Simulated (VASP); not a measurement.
Write the native input for VASP 6.6.1 that does the following.

| Property | Result |
| --- | --- |
| Task | single point |
| Functional | PBEsol |
| Potentials or basis | VASP PAW PBE potentials, release 64 (Sn_d) |
| Cutoff | 900 eV |
| k mesh | 16 × 16 × 16 |
| Occupations | gaussian, width 0.1 eV |
| Spin | no spin polarisation |
| Further INCAR settings | ALGO = Normal; EDIFF = 1e-07 |

The structure of Sn lies in POSCAR:

```
Sn
1.0
   -1.7555100000      1.7552400000      2.1416400000
    1.7555100000     -1.7552400000      2.1416400000
    1.7555100000      1.7552400000     -2.1416400000
Sn
1
Direct
    0.0000000000      0.0000000000      0.0000000000
```

This isn't the form of Sn at room conditions, which is tetragonal (white tin).

The input as run:

INCAR

```
SYSTEM = Sn
  ALGO = Normal
  EDIFF = 1E-7
  ENCUT = 900
  GGA = PS
  ISIF = 2
  ISMEAR = 0
  LASPH = .TRUE.
  LCHARG = .FALSE.
  LREAL = .FALSE.
  LWAVE = .FALSE.
  NELM = 80
  PREC = Accurate
  SIGMA = 0.1
```

KPOINTS

```
k-points
0
G
  16 16 16
  0 0 0
```

Potentials or basis: VASP PAW PBE potentials, release 64 (Sn_d).

The run is started by

```bash
$ cat potpaw_PBE.64/Sn_d/POTCAR > POTCAR
$ mpirun -np 1 vasp_std > vasp.out
```

Results of the run:

```yaml
Pressure: 0.0 GPa
Band_gap_on_the_k_mesh: none (metal or under the smearing width)
```

Caveat: the PAW data sets were made with another functional, which shifts forces and pressure a little.

Wall time 68 s on 1 thread of Intel(R) Xeon(R) 6975P-C (Granite Rapids), on a shared host, peak memory 0.51 GiB.
